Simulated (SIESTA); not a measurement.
The system is Hf.

```
CELL_PARAMETERS angstrom
3.19670 0.00000 0.00000
-1.59835 2.76842 0.00000
0.00000 0.00000 5.05780
ATOMIC_POSITIONS crystal
Hf 0.66667 0.33333 0.75000
Hf 0.33333 0.66667 0.25000
```

Base run:

- Program: SIESTA 5.4.2
- Functional: PBEsol
- Potentials or basis: PseudoDojo 0.4 standard (PBEsol files)
- Basis: DZP (energy shift 0.003 Ry; two zetas on semicore shells)
- Grid cutoff: 800 Ry
- Energy shift: 0.003 Ry
- k mesh: 8 × 8 × 4
- Occupations: fermi-dirac, width 0.05 eV
- Spin: no spin polarisation

Its results: band gap on the k mesh none (metal or under the smearing width); pressure -3.6 GPa.

**Question.** The run is repeated on the same cell with these changes: potentials or basis from PseudoDojo 0.4 standard (PBEsol files) to PseudoDojo 0.4 standard (PBEsol files, fully relativistic); spin from no spin polarisation to non-collinear spin, zero start, spin-orbit coupling. What comes out?

**Answer.** Band gap on the k mesh none (metal or under the smearing width); pressure -6.6 GPa; net moment 0.00 μB per cell.

Caveats: short orbitals over semicore shells can move pressures by several GPa; the basis of atomic orbitals isn't converged, which shifts pressures, moduli and gaps; spin-orbit coupling is left out, which moves the levels of the heavy elements (some runs).
